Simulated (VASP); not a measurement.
**MnS: single point with PBE**

MnS:

```
CELL_PARAMETERS angstrom
1.83000 1.05655 2.97092
-1.83000 1.05655 2.97092
0.00000 -2.11310 2.97092
ATOMIC_POSITIONS crystal
Mn 0.99966 0.00398 0.98904
S 0.48025 0.50159 0.52889
```

The cell is a database's computed one.

The cell isn't the ideal one: grid = ENCUT=1400 k=13x13x13 ISMEAR=0 SIGMA=0.05 PREC=Accurate EDIFF=1e-08 LREAL=False ADDGRID=False LASPH=True; atoms moved at random, drawn with an rms of 0.1 Å.

```yaml
Program: VASP 6.6.1
Task: single point
Functional: PBE
Potentials_or_basis: VASP PAW PBE potentials, release 64 (Mn_pv, S_h)
Cutoff: 1400 eV
k_mesh: 13 × 13 × 13
Occupations: gaussian, width 0.05 eV
Spin: collinear spin, ferromagnetic start
Starting_moments: "[4.0, 0.0] μB"
Further_INCAR_settings: ADDGRID = False; ALGO = Normal; EDIFF = 1e-08
```

- Pressure: -1.5 GPa
- Largest force: 0.378 eV/Å
- Band gap on the k mesh: none (metal or under the smearing width)
- Net moment: 4.62 μB per cell
- Site moments: Mn +4.18; S +0.06 μB
- Valence electrons inside the program's atomic spheres: Mn 11.34; S 2.10

Forces in eV/Å, atoms in the order of the input:
```
Mn  -0.105 -0.322  0.168
S    0.105  0.322 -0.168
```

Stress tensor (GPa, compression positive):
```
-1.43  0.22 -0.35
 0.22 -1.80 -0.13
-0.35 -0.13 -1.14
```

Levels at points of the mesh, in eV from the Fermi level:
Spin up:
| k point | band 9 | band 10 | band 11 | band 12 | band 13 | band 14 | band 15 |
| --- | --- | --- | --- | --- | --- | --- | --- |
| (0.00, 0.00, 0.00) | -3.34 | -1.85 | -1.83 | -1.78 | 1.85 | 8.42 | 8.52 |
Spin down:
| k point | band 5 | band 6 | band 7 | band 8 | band 9 | band 10 |
| --- | --- | --- | --- | --- | --- | --- |
| (0.00, 0.00, 0.00) | -1.89 | -1.83 | -1.81 | 0.19 | 0.22 | 0.30 |

Run time: 87 min on 1 thread of Intel(R) Xeon(R) Platinum 8488C (Sapphire Rapids), on a shared host, peak memory 3.5 GiB.

Caveat: a cell with one magnetic atom can't hold antiferromagnetic order, which such compounds often take; semilocal functionals often make such compounds metallic where correlation or magnetic order opens a gap, which also shifts bond lengths.
